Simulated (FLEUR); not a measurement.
Runs of FLEUR MaX-R8.1 (later development tree) on V. The structure is hexagonal, space group P6_3/mmc (No. 194). The conventional cell has a = 2.604 Å, b = 2.604 Å, c = 4.723 Å, α = 90.00°, β = 90.00°, γ = 120.00°. V (site symmetry -6m2) has 12 V at 2.60 to 2.80 Å as nearest neighbours. This isn't the form of V at room conditions, which is bcc.

```csv
task,level,spin,U,k mesh,gmax,muffin-tin radii,local orbitals a species,max iterations,mixing factor,kmax,gap on the mesh (eV),moment (μB)
single point,LDA+U,"collinear, ferromagnetic start",V d U = 6 eV,10 × 10 × 5,13.4 1/bohr,V 2.26 bohr,V 4,100,0.05,4.34 1/bohr,none,2.64
single point,LDA+U,"collinear, ferromagnetic start",V d U = 2 eV,10 × 10 × 5,13.4 1/bohr,V 2.26 bohr,V 4,100,0.05,4.34 1/bohr,none,0.00
single point,LDA+U,"collinear, ferromagnetic start",V d U = 1 eV,10 × 10 × 5,13.4 1/bohr,V 2.26 bohr,V 4,100,0.05,4.34 1/bohr,none,0.00
band structure,r2SCAN,"collinear, ferromagnetic start",-,12 × 12 × 6,13.3 1/bohr,V 2.28 bohr,V 5,80,0.05,4.3 1/bohr,-,0.00
single point,LDA+U,"collinear, ferromagnetic start",V d U = 4 eV,10 × 10 × 5,13.4 1/bohr,V 2.26 bohr,V 4,100,0.05,4.34 1/bohr,none,(a)
single point,LDA+U,"collinear, ferromagnetic start",V d U = 3 eV,10 × 10 × 5,13.4 1/bohr,V 2.26 bohr,V 4,100,0.05,4.34 1/bohr,none,1.27
band structure,LDA,"collinear, ferromagnetic start",-,12 × 12 × 6,13.3 1/bohr,V 2.28 bohr,V 5,60,0.05,4.3 1/bohr,-,0.00
```

Alike in all rows: potentials or basis all-electron, FLAPW; cell as given; smearing fermi-dirac 0.05 eV.

Q: Estimate the missing entries.

A: (a) 1.90.

Caveats: the U is typed as a test and isn't derived for this compound (some runs); the meta-GGA is that of a development version, with a GGA for the radial functions and cores and without core tails (some runs).

A k mesh can miss the band edges.

A gap of «none» marks a metal or a gap under the smearing width.

Not every run made on this cell is shown here.
